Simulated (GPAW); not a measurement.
Set up this calculation in GPAW 26.7.0, as an ASE script.

```yaml
Task: band structure
Functional: PBEsol
Potentials_or_basis: PAW data sets generated in the run's folder for this functional
Cutoff: 600 eV
Basis: pw
k_mesh: 6 × 6 × 3
Occupations: fermi-dirac, width 0.05 eV
Spin: no spin polarisation
Maxiter: 150
Band_path: GMKGALHA,LM,KH
Band_points: 80
```

The system is CdSe (Cadmoselite).

```xyz
4
Lattice="4.3000 0.0000 0.0000 -2.1500 3.7239 0.0000 0.0000 0.0000 7.0200" Properties=species:S:1:pos:R:3 pbc="T T T"
Cd    2.1500    1.2413    3.5100
Cd    0.0000    2.4826    0.0000
Se    2.1500    1.2413    6.2127
Se    0.0000    2.4826    2.7027
```

The input as run:

run.py

```python
from ase import Atoms
from ase.dft.bandgap import bandgap
from ase.io import write
from ase.units import GPa
from gpaw import GPAW, PW, setup_paths

setup_paths.insert(0, '.')

atoms = Atoms(['Cd', 'Cd', 'Se', 'Se'],
              cell=[[4.3, 0.0, 0.0],
                    [-2.15, 3.7239092363, 0.0],
                    [0.0, 0.0, 7.02]],
              scaled_positions=[[0.6666666667, 0.3333333333, 0.5],
                                [0.3333333333, 0.6666666667, 0.0],
                                [0.6666666667, 0.3333333333, 0.885],
                                [0.3333333333, 0.6666666667, 0.385]],
              pbc=True)

calc = GPAW(mode=PW(600),
            xc='PBEsol',
            kpts={'size': (6, 6, 3), 'gamma': True},
            occupations={'name': 'fermi-dirac', 'width': 0.05},
            nbands=31,
            convergence={'density': 1e-05, 'energy': 1e-05},
            maxiter=150,
            txt='gpaw.txt')
atoms.calc = calc
energy = atoms.get_potential_energy()
forces = atoms.get_forces()
stress = atoms.get_stress()
calc.write('gs.gpw')
write('result.traj', atoms)
print(f'Energy: {energy:.6f} eV')
print('Forces (eV/A):')
print(forces.round(4))
print('Stress (GPa):', (stress / GPa).round(3))
print('Fermi level:', round(calc.get_fermi_level(), 4), 'eV')
print(f'Gap: {bandgap(calc)[0]:.4f} eV, direct: {bandgap(calc, direct=True)[0]:.4f} eV')

path = atoms.cell.bandpath('GMKGALHA,LM,KH', npoints=80, eps=1e-4)
bs_calc = calc.fixed_density(kpts=path, symmetry='off', nbands=52,
                             convergence={'bands': 'CBM+6.0', 'eigenstates': 1e-6}, txt='bands.txt')
bs = bs_calc.band_structure()
bs.write('bs.json')
print(f'Gap on the path: {bandgap(bs_calc)[0]:.4f} eV')
```

Potentials or basis: PAW data sets generated in the run's folder for this functional, pw.

Command:

```bash
$ gpaw-setup -f PBEsol Cd Se
$ OMP_NUM_THREADS=1 python run.py
```

It gave:

```
Pressure                : 0.0 GPa
Largest force           : 0.266 eV/Å
Band gap on the k mesh  : 0.57 eV, direct
Band gap along the path : 0.57 eV, direct
```

Wall time 4.2 min on 1 thread of Intel(R) Xeon(R) Processor @ 2.50GHz (Skylake/Cascade Lake) (shared host), peak memory 0.57 GiB.
